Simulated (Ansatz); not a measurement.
TaN:

```
Ta N
1.0
     2.93800    0.00000    0.00000
    -1.46900    2.54438    0.00000
     0.00000    0.00000    2.88300
Ta N
1 1
Cartesian
  0.0000 0.0000 1.4415
  1.4690 0.8481 0.0000
```

Base run:

```yaml
Program: Ansatz 0.2.0
Functional: PBEsol
Potentials_or_basis: all-electron LAPW, scalar-relativistic
Cutoff: 350 eV (chosen from the basis error)
Basis_error_allowed: 0.001 eV/atom
k_mesh: 10 × 10 × 9
Occupations: fermi-dirac, width 0.05 eV
Spin: no spin polarisation
```

Its results: pressure -4.8 GPa.

The run is repeated on the same cell with these changes: functional from PBEsol to LDA. What comes out?

Pressure -11.5 GPa.

LDA binds more tightly than PBEsol, so the same cell stands under less pressure.
